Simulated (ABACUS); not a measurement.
Crystal: MnO.

```xyz
2
Lattice="0.0000 2.2239 2.2239 2.2239 0.0000 2.2239 2.2239 2.2239 0.0000" Properties=species:S:1:pos:R:3 pbc="T T T"
Mn    0.0000    0.0000    0.0000
O     2.2239    2.2239    2.2239
```

The cell is a database's computed one.

Base run:

```yaml
Program: ABACUS 3.10.1
Functional: PBE
Potentials_or_basis: SG15 ONCV 1.2 PBE
Cutoff: 1361 eV
Density_cutoff: 5442 eV
Basis: DZP LCAO (the cutoffs set its grid)
k_mesh: 7 × 7 × 7
Occupations: fermi-dirac, width 0.05 eV
Spin: collinear spin, ferromagnetic start
Starting_moments: "[4.0, 0.0] μB"
```

Its results: band gap on the k mesh none (metal or under the smearing width); pressure 3.5 GPa; net moment 4.85 μB per cell; site moments Mn +4.73; O +0.12 μB.

Question: The run is repeated on the same cell with these changes: functional from PBE to LDA. What comes out?

Answer: Band gap on the k mesh none (metal or under the smearing width); pressure -13.9 GPa; net moment 4.58 μB per cell; site moments Mn +4.45; O +0.14 μB.

LDA binds more tightly than PBE, so the same cell stands under less pressure.

Caveats: the atomic orbitals were generated for these runs and aren't a published set; the basis of atomic orbitals isn't converged, which shifts pressures, moduli and gaps; a cell with one magnetic atom can't hold antiferromagnetic order, which such compounds often take; semilocal functionals often make such compounds metallic where correlation or magnetic order opens a gap, which also shifts bond lengths; the potentials were made for another functional, which shifts forces and pressure (some runs).

Not every run made on this cell is shown here.
